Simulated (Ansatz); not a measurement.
## A series in volume per atom on FeO

Results calculated with Ansatz 0.2.0, not measured. Periodic Kohn-Sham DFT of a crystal at fixed atoms; pressure and stress are positive in compression; the energy is the free energy less that of spherical unpolarised free atoms; site moments are those in the method's own spheres, positive along +z.

Cell of the first row (space group R-3m, No. 166):
```
FeO
1.0
      1.4920     0.8614     2.4731
     -1.4920     0.8614     2.4731
      0.0000    -1.7228     2.4731
Fe O
1 1
Direct
  0.00000 0.00000 0.00000
  0.50000 0.50000 0.50000
```

Settings of every row: method frozen-core PAW; functional PBE; relativity scalar; k mesh 16x16x16; filling fermi-dirac; smearing width 0.03 eV; wave cutoff 420 eV; paw set soft_2.

Atom:
| element | start moment (bohr magneton) |
| --- | --- |
| Fe | 3 |
| O | 0 |

Limits: semilocal functional can close the gap of open d or f salts; with one magnetic atom in the cell only parallel moments are possible.

| row | volume per atom (Å³) | pressure (GPa) |
| --- | --- | --- |
| 1 | 9.535 | 9.776 |
| 2 | 9.786 | ? |
| 3 | 10.037 | -0.72 |
| 4 | 10.288 | -4.975 |
| 5 | 10.539 | -8.664 |

Cell moment is 4 bohr magneton in every row.

Question: what pressure should row 2 give?

Worked fit of pressure. Take u = (V_r/V)^(2/3) − 1 with V_r = 10.163 Å³ an atom, which is twice the finite (Eulerian) strain; such expansions in the strain, on which the Birch-Murnaghan equation of state is built, carry the rest volume and the bulk modulus. The shown rows have u = 0.04344, 0.00835, -0.00812, -0.02393. Least squares give pressure = −2.9308 + 258.362 × u + 786.06 × u² GPa; a straight line predicts inner rows, each left out in turn, worse (root mean square 0.54 against 0.0038 GPa). The rows lie off it by 0.000, -0.001, 0.002, -0.001. The pressure vanishes at u = 0.0110, or V = 9.998 Å³ an atom, and there the bulk modulus at fixed shape and fractions is B = −V dP/dV = (2/3)(1 + u) dP/du = 186 GPa. Letting shape and atoms relax would as a rule lower it, by much in layered, chain or molecular crystals. The withheld row has u = 0.02552, so the fit gives −2.9308 + 258.362 × (0.02552) + 786.06 × (0.02552)² = 4.175 GPa.

The calculation gave 4.162 GPa. The fit lies 0.013 GPa (0.07 % of the column's range) above it; its largest miss of a shown row is 0.002 GPa.
